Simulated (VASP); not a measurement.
# Os (P6_3/mmc) in VASP: further runs, part 2 of 2

VASP 6.6.1. The steps go on from the part before.

## Step 4: Relaxation of cell and atoms, PW91

INCAR reads:

```
PREC = Accurate
ENCUT = 600
EDIFF = 1E-6
ISMEAR = -1
SIGMA = 0.05
LREAL = False
LASPH = True
NELM = 80
ALGO = Normal
ISIF = 3
LWAVE = False
LCHARG = False
GGA = 91
IBRION = 2
NSW = 60
EDIFFG = -0.01
```

KPOINTS reads:

```
regular mesh
0
Gamma
  11 11 6
```

POSCAR reads:

```
Os
1.0
    2.7341000000      0.0000000000      0.0000000000
   -1.3670500000      2.3678000565      0.0000000000
    0.0000000000      0.0000000000      4.3197000000
Os
2
Direct
    0.6666666667      0.3333333333      0.7500000000
    0.3333333333      0.6666666667      0.2500000000
```

The run is started by

```console
cat potpaw_PBE.64/Os/POTCAR > POTCAR
mpirun -np 1 vasp_std > vasp.out
```

Run time: 78 s. Hardware: 1 thread of Intel Xeon Platinum 8488C (Sapphire Rapids), shared host; peak memory 0.18 GiB.

It converged, with:

| Property | Result |
| --- | --- |
| Free energy | -22.3466 eV |
| Relaxed volume | 14.42 Å³/atom |
| Relaxed cell | a = 2.763 Å, b = 2.763 Å, c = 4.362 Å, α = 90.00°, β = 90.00°, γ = 120.00° |
| Space group after relaxing (to 0.05 Å) | P6_3/mmc (No. 194) |
| Energy gained by relaxing | 17.8 meV/atom |
| Ionic steps | 9 |
| Pressure after relaxing | 0.0 GPa |
| Band gap on the k mesh | none (metal or under the smearing width) |

The path:
| step | energy change (eV) | largest force (eV/Å) | pressure (GPa) | volume (Å³) |
| --- | --- | --- | --- | --- |
| 1 | 0.0000 | 0.0000 | 13.38 | 27.96 |
| 2 | 0.5244 | 0.0000 | -38.09 | 32.96 |
| 3 | -0.0355 | 0.0000 | -0.78 | 28.91 |
| 4 | -0.0356 | 0.0000 | -0.05 | 28.85 |
| 5 | -0.0356 | 0.0000 | 0.20 | 28.83 |
| 6 | -0.0356 | 0.0000 | 0.18 | 28.84 |
| 7 | -0.0357 | 0.0000 | 0.20 | 28.84 |
| 8 | -0.0356 | 0.0000 | -0.59 | 28.89 |
| 9 | -0.0357 | 0.0000 | 0.02 | 28.85 |

Final structure:
```
Os
1.0
     2.76345    0.00000    0.00000
    -1.38173    2.39322    0.00000
     0.00000    0.00000    4.36197
Os
2
Direct
  0.66667 0.33333 0.75000
  0.33333 0.66667 0.25000
```

Levels at points of the mesh, in eV from the Fermi level:
```
           k point  band 4  band 5  band 6  band 7  band 8  band 9  band 10  band 11  band 12
(0.00, 0.00, 0.00)   -2.88   -2.64   -2.08   -2.08   -1.47   -1.47     0.16     1.66     1.66
(0.00, 0.00, 0.50)   -3.38   -3.08   -3.08   -3.08   -3.08    0.89     0.89     0.89     0.89
```

Caveat: the PAW data sets were made with another functional, which shifts forces and pressure a little. The run has no spin-orbit coupling, so splittings on Os are missing.

## Step 5: Relaxation of cell and atoms, AM05

INCAR reads:

```
SYSTEM = Os
PREC = Accurate
ENCUT = 600
EDIFF = 1E-6
ISMEAR = -1
SIGMA = 0.05
LREAL = .False.
LASPH = .True.
NELM = 100
ALGO = Fast
ISIF = 3
LWAVE = .False.
LCHARG = .False.
GGA = AM
IBRION = 2
NSW = 60
EDIFFG = -0.01
```

KPOINTS reads:

```
regular mesh
0
Gamma
  11 11 6
  0 0 0
```

POSCAR is that of step 4.

Potentials or basis: VASP PAW PBE potentials, release 64 (Os).

The run is started by

```console
cat potpaw_PBE.64/Os/POTCAR > POTCAR
mpirun -np 1 vasp_std > vasp.out
```

OUTCAR:

```text
SYSTEM = Os
   PREC = Accurate
   ENCUT = 600
   EDIFF = 1E-6
   ISMEAR = -1
   LREAL = .False.
   LASPH = .True.
   NELM = 100
   ISIF = 3
   GGA = AM
   IBRION = 2
   NSW = 60
   EDIFFG = -0.01

 ion  position               nearest neighbor table
   1  0.667  0.333  0.750-   2 2.68   2 2.68   2 2.68   2 2.68   2 2.68   2 2.68
   2  0.333  0.667  0.250-   1 2.68   1 2.68   1 2.68   1 2.68   1 2.68   1 2.68

  LATTYP: Found a hexagonal cell.
 ALAT       =     2.7341000000
 C/A-ratio  =     1.5799348963

  Lattice vectors:

 A1 = (   2.7341000000,   0.0000000000,   0.0000000000)
 A2 = (  -1.3670500000,   2.3678000565,   0.0000000000)
 A3 = (   0.0000000000,   0.0000000000,   4.3197000000)

Analysis of symmetry for initial positions (statically):
=====================================================================
 Subroutine PRICEL returns:
 Original cell was already a primitive cell.

 Routine SETGRP: Setting up the symmetry group for a
 hexagonal supercell.

 Subroutine GETGRP returns: Found 24 space group operations
 (whereof 12 operations were pure point group operations)
 out of a pool of 24 trial point group operations.

The static configuration has the point symmetry D_3d.
 The point group associated with its full space group is D_6h.

Analysis of symmetry for dynamics (positions and initial velocities):
=====================================================================
 Subroutine PRICEL returns:
 Original cell was already a primitive cell.

 Routine SETGRP: Setting up the symmetry group for a
 hexagonal supercell.

 Subroutine GETGRP returns: Found 24 space group operations
 (whereof 12 operations were pure point group operations)
 out of a pool of 24 trial point group operations.

The dynamic configuration has the point symmetry D_3d.
 The point group associated with its full space group is D_6h.

 Subroutine INISYM returns: Found 24 space group operations
 (whereof 12 operations are pure point group operations),
 and found     1 'primitive' translations

----------------------------------------------------------------------------------------

                                     Primitive cell

  volume of cell :      27.9649

  direct lattice vectors                    reciprocal lattice vectors
     2.734100000  0.000000000  0.000000000     0.365751070  0.211166479  0.000000000
    -1.367050000  2.367800057  0.000000000     0.000000000  0.422332957  0.000000000
     0.000000000  0.000000000  4.319700000     0.000000000  0.000000000  0.231497558

  length of vectors
     2.734100000  2.734100000  4.319700000     0.422332957  0.422332957  0.231497558

  position of ions in fractional coordinates (direct lattice)
     0.666666667  0.333333333  0.750000000
     0.333333333  0.666666667  0.250000000

  ion indices of the primitive-cell ions
   primitive index   ion index
                 1           1
                 2           2

----------------------------------------------------------------------------------------

 KPOINTS: regular mesh

Automatic generation of k-mesh.
 Grid dimensions read from file:
 generate k-points for:   11   11    6

 Generating k-lattice:

  Cartesian coordinates                     Fractional coordinates (reciprocal lattice)
     0.033250097  0.019196953  0.000000000     0.090909091 -0.000000000  0.000000000
     0.000000000  0.038393905  0.000000000     0.000000000  0.090909091  0.000000000
[... 74 lines left out ...]
 SYSTEM =  Os
   PREC   = accura    normal or accurate (medium, high low for compatibility)
   ISTART =      0    job   : 0-new  1-cont  2-samecut
   ICHARG =      2    charge: 1-file 2-atom 10-const
   ISPIN  =      1    spin polarized calculation?
   LNONCOLLINEAR =      F non collinear calculations
   LSORBIT =      F    spin-orbit coupling
   LASPH  =      T    aspherical Exc in radial PAW
   ENCUT  =  600.0 eV  44.10 Ry    6.64 a.u.   5.46  5.46  8.63*2*pi/ulx,y,z
   NELM   =    100;   NELMIN=  2; NELMDL= -5     # of ELM steps
   EDIFF  = 0.1E-05   stopping-criterion for ELM
   LREAL  =      F    real-space projection
   EDIFFG = -.1E-01   stopping-criterion for IOM
   NSW    =     60    number of steps for IOM
   IBRION =      2    ionic relax: 0-MD 1-quasi-New 2-CG
   NFREE  =      1    steps in history (QN), initial steepest desc. (CG)
   ISIF   =      3    stress and relaxation
   ISYM   =      2    0-nonsym 1-usesym 2-fastsym
   POTIM  = 0.5000    time-step for ionic-motion
   TEBEG  =    0.0;   TEEND  =   0.0 temperature during run
   PSTRESS=    0.0 pullay stress
   NELECT =      16.0000    total number of electrons
   NUPDOWN=      -1.0000    fix difference up-down
   EMIN   =  10.00;   EMAX   =-10.00  energy-range for DOS
   EFERMI =   0.00;   METHOD = LEGACY
   ISMEAR =    -1;   SIGMA  =   0.05  broadening in eV -4-tet -1-fermi 0-gaus
   EFERMI_NEDOS =   21; number of points for ismear=-14 and -15
   IALGO  =     68    algorithm
   IMIX   =      4    mixing-type and parameters
     AMIX     =   0.40;   BMIX     =  1.00
     AMIX_MAG =   1.60;   BMIX_MAG =  1.00
  volume/ion in A,a.u.               =      13.98        94.36
  Fermi-wavevector in a.u.,A,eV,Ry     =   1.359076  2.568282 25.131161  1.847088
  Thomas-Fermi vector in A             =   2.485855
   LORBIT       =      0    0 simple, 1 ext, 2 COOP (PROOUT), +10 PAW based schemes
   GGA     = AM    functional components
   LHFCALC =     F    Hartree Fock is set to
   AEXX    =    0.0000 exact exchange contribution
   IVDW    =     0    specifies the selected vdW correction
   LEPSILON=     F    determine dielectric tensor
   LRPA    =     F    only Hartree local field effects (RPA)
 conjugate gradient relaxation of ions
 non-spin polarized calculation
 RMM-DIIS sequential band-by-band and
  energy-cutoff  :      600.00
  volume of cell :       27.96
 maximum number of plane-waves:       965
 NGX is ok and might be reduce to    24
   NGX = 11   NGY = 11   NGZ = 17

--------------------------------------- Ionic step        1  -------------------------------------------

 number of electron      16.0000001 magnetization

 Free energy of the ion-electron system (eV)
  ---------------------------------------------------
  ext. energy  EPLUGINS =         0.00000000
  ---------------------------------------------------
  free energy    TOTEN  =       -23.98550235 eV

  energy without entropy =      -23.97232315  energy(sigma->0) =      -23.97891275

------------------------ aborting loop because EDIFF is reached ----------------------------------------

  FORCE on cell =-STRESS in cart. coord.  units (eV):
  Direction    XX          YY          ZZ          XY          YZ          ZX
  --------------------------------------------------------------------------------------
  -------------------------------------------------------------------------------------
  Total       -0.9628873     -0.9628873     -0.9729489      0.0000000     -0.0000000     -0.0000000
  in kB      -55.1661967    -55.1661967    -55.7426515      0.0000000     -0.0000000     -0.0000000
  external PRESSURE =     -55.3583483 kB  Pullay stress =       0.0000000 kB
[... 23 lines left out ...]
--------------------------------------- Ionic step        2  -------------------------------------------

 number of electron      16.0000000 magnetization

 E-fermi :  10.3388     XC(G=0): -14.5860

 val. band max:       10.3246030057   @ k =   0.0909   0.0000   0.3333
 cond. band min:      10.3756056537   @ k =   0.0000   0.0000   0.0000
 fundamental gap:      0.0510026480
 Fermi energy:        10.3388008883

 k-point     1 :       0.0000    0.0000    0.0000
  band No.  band energies     occupation
      1      -1.2763      2.00000
      2       1.8523      2.00000
      3       6.9773      2.00000
      4       6.9773      2.00000
      5       7.2712      2.00000
      6       7.9318      2.00000
      7       7.9318      2.00000
      8       8.6570      2.00000
      9       8.6570      2.00000
     10      10.3756      0.64772
     11      12.2679      0.00000
     12      12.2679      0.00000
[... 764 lines left out ...]
--------------------------------------- Ionic step        7  -------------------------------------------

 number of electron      16.0000001 magnetization

 Free energy of the ion-electron system (eV)
  ---------------------------------------------------
  ext. energy  EPLUGINS =         0.00000000
  ---------------------------------------------------
  free energy    TOTEN  =       -23.99172772 eV

  energy without entropy =      -23.97881678  energy(sigma->0) =      -23.98527225

 E-fermi :   9.4235     XC(G=0): -14.2486

 val. band max:        9.4045737763   @ k =   0.0909   0.0000   0.3333
 cond. band min:       9.4271019056   @ k =   0.0000   0.0000   0.0000
 fundamental gap:      0.0225281292
 Fermi energy:         9.4235316468

 k-point     1 :       0.0000    0.0000    0.0000
  band No.  band energies     occupation
      1      -1.6505      2.00000
      2       1.5220      2.00000
      3       6.3503      2.00000
      4       6.3503      2.00000
      5       6.6033      2.00000
      6       7.2146      2.00000
      7       7.2146      2.00000
      8       7.8837      2.00000
      9       7.8837      2.00000
     10       9.4271      0.96431
     11      11.1942      0.00000
     12      11.1942      0.00000
[... 614 lines left out ...]
  FREE ENERGIE OF THE ION-ELECTRON SYSTEM (eV)
  ---------------------------------------------------
  free  energy   TOTEN  =       -23.9917277159 eV

  energy  without entropy=      -23.9788167822  energy(sigma->0) =      -23.98527225

 reached required accuracy - stopping structural energy minimisation
```

It took 88 s on 1 thread of Intel Xeon Platinum 8488C (Sapphire Rapids), shared host; peak memory 0.17 GiB.

Results:

| Quantity | Value |
| --- | --- |
| Free energy | -23.9917 eV |
| Relaxed volume | 13.81 Å³/atom |
| Relaxed cell | a = 2.722 Å, b = 2.722 Å, c = 4.303 Å, α = 90.00°, β = 90.00°, γ = 120.00° |
| Space group after relaxing (to 0.05 Å) | P6_3/mmc (No. 194) |
| Energy gained by relaxing | 3.1 meV/atom |
| Ionic steps | 7 |
| Pressure after relaxing | -0.1 GPa |
| Band gap on the k mesh | none (metal or under the smearing width) |

Step by step:
```
step  energy change (eV)  largest force (eV/Å)  pressure (GPa)  volume (Å³)
   1              0.0000                0.0000           -5.54        27.96
   2              0.1316                0.0000           30.00        26.05
   3             -0.0062                0.0000           -0.19        27.62
   4             -0.0062                0.0000           -0.01        27.61
   5             -0.0062                0.0000            0.11        27.60
   6             -0.0062                0.0000           -0.45        27.64
   7             -0.0062                0.0000           -0.08        27.61
```

Final structure:
```
Os
1.0
     2.72231    0.00000    0.00000
    -1.36115    2.35759    0.00000
     0.00000    0.00000    4.30262
Os
2
Direct
  0.66667 0.33333 0.75000
  0.33333 0.66667 0.25000
```

Caveat: the PAW data sets were made with another functional, which shifts forces and pressure a little.

## Step 6: Single point, PBE

INCAR reads:

```
ALGO = Normal
EDIFF = 1E-7
ENCUT = 520
GGA = PE
ISIF = 2
ISMEAR = 0
LASPH = True
LCHARG = True
LELF = True
LREAL = False
LVHAR = True
LWAVE = False
NBANDS = 15
NELM = 60
PREC = Accurate
SIGMA = 0.023
```

KPOINTS reads:

```
k-points
0
Gamma
  11 11 6
```

POSCAR is that of step 5.

Potentials or basis: VASP PAW PBE potentials, release 64 (Os).

The run is started by

```console
cat potpaw_PBE.64/Os/POTCAR > POTCAR
mpirun -np 1 vasp_std > vasp.out
```

It took 14 s on 1 thread of Intel Xeon Platinum 8488C (Sapphire Rapids), shared host; peak memory 0.15 GiB.

Results (log left out):

* Free energy: -22.4680 eV
* Pressure: 8.8 GPa
* Band gap on the k mesh: none (metal or under the smearing width)

Stress tensor (GPa, compression positive):
```
8.70 0.00 0.00
0.00 8.70 0.00
0.00 0.00 8.99
```

Levels at points of the mesh, in eV from the Fermi level:
| k point | band 5 | band 6 | band 7 | band 8 | band 9 | band 10 | band 11 | band 12 |
| --- | --- | --- | --- | --- | --- | --- | --- | --- |
| (0.00, 0.00, 0.00) | -2.74 | -2.15 | -2.15 | -1.50 | -1.50 | 0.08 | 1.75 | 1.75 |
| (0.00, 0.00, 0.50) | -3.19 | -3.19 | -3.19 | -3.19 | 0.96 | 0.96 | 0.96 | 0.96 |

## Step 7: The reference run

An earlier run on the cell as given: functional PBE; potentials or basis VASP PAW PBE potentials, release 64 (Os); cutoff 520 eV; k mesh 11 × 11 × 6; occupations fermi-dirac, width 0.05 eV; no spin polarisation.

- Pressure: 8.9 GPa
- Band gap on the k mesh: none (metal or under the smearing width)

## Step 8: The runs side by side

| task | level | cell | cutoff (eV) | smearing | gap on the mesh (eV) | pressure (GPa) | relaxed volume (Å³/atom) |
| --- | --- | --- | --- | --- | --- | --- | --- |
| single point | PBE | as given | 520 | gaussian 0.021 eV | none | 8.8 | - |
| single point | PBE | as given | 520 | gaussian 0.011 eV | none | 8.8 | - |
| relaxation of cell and atoms | PW91 | relaxed | 600 | fermi-dirac 0.05 eV | none | 0.0 | 14.42 |
| relaxation of cell and atoms | AM05 | relaxed | 600 | fermi-dirac 0.05 eV | none | -0.1 | 13.81 |
| single point | PBE | as given | 520 | gaussian 0.023 eV | none | 8.8 | - |
| single point | PBE | as given | 520 | fermi-dirac 0.05 eV | none | 8.9 | - |

Alike in all rows: potentials or basis VASP PAW PBE potentials, release 64 (Os); no spin polarisation; k mesh 11 × 11 × 6.

Every run on the cell as given and a fine mesh finds a metal.

Caveats: the PAW data sets were made with another functional, which shifts forces and pressure a little (some runs).

Total energies depend on the potentials used, so only differences within one code and one set of settings carry meaning.
